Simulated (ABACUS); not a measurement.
**MoS2: equation of state with r2SCAN**

The system is MoS2.

```
Mo S
1.0
     3.22746    0.00000    0.00000
    -1.61373    2.79507    0.00000
     0.00000    0.00000    6.31247
Mo S
1 2
Direct
  0.00000 0.00000 0.50000
  0.66667 0.33333 0.74468
  0.33333 0.66667 0.25532
```

Measurements of this composition are mostly on another form, of space group No. 194.

```
Program                                       : ABACUS 3.10.1
Task                                          : equation of state
Functional                                    : r2SCAN
Potentials or basis                           : SG15 ONCV 1.2 PBE
Cutoff                                        : 1361 eV
Density cutoff                                : 5442 eV
Basis                                         : DZP LCAO (the cutoffs set its grid)
k mesh                                        : 7 × 7 × 3
Occupations                                   : fermi-dirac, width 0.05 eV
Spin                                          : no spin polarisation
Orbital files                                 : Mo Mo_confined-atom_7au_3s2p2d1f.orb, S S_confined-atom_7au_2s2p1d.orb
Radial cutoff of the potentials (pseudo_rcut) : 10 bohr
SCF threshold on the density                  : 1e-07
Max SCF steps                                 : 100
Eigensolver                                   : genelpa
Mixing                                        : broyden
Mixing share                                  : 0.7
Symmetry key                                  : 1
```

* Equilibrium volume: 19.06 Å³/atom (rough: see the caveat)
* Bulk modulus at fixed shape and positions: 129 GPa (rough)

Energy against volume, from the lowest point:
| volume (Å³/atom) | energy (meV/atom) |
| --- | --- |
| 17.843 | 44.06 |
| 18.602 | 3.34 |
| 19.361 | 0.00 |
| 20.120 | 14.67 |

All runs of the series together: 60 s on 4 threads of Intel(R) Xeon(R) 6975P-C (Granite Rapids), on a shared host.

Caveat: the atomic orbitals were generated for these runs and aren't a published set; the fit is doubtful: noisy points or a state that changes with volume; the cell was scaled at fixed shape and fractional positions, which overstates the stiffness of a crystal with free parameters, most of all of layers and chains; the potentials were made for another functional, which shifts forces and pressure; the basis of atomic orbitals isn't converged, which shifts pressures, moduli and gaps.
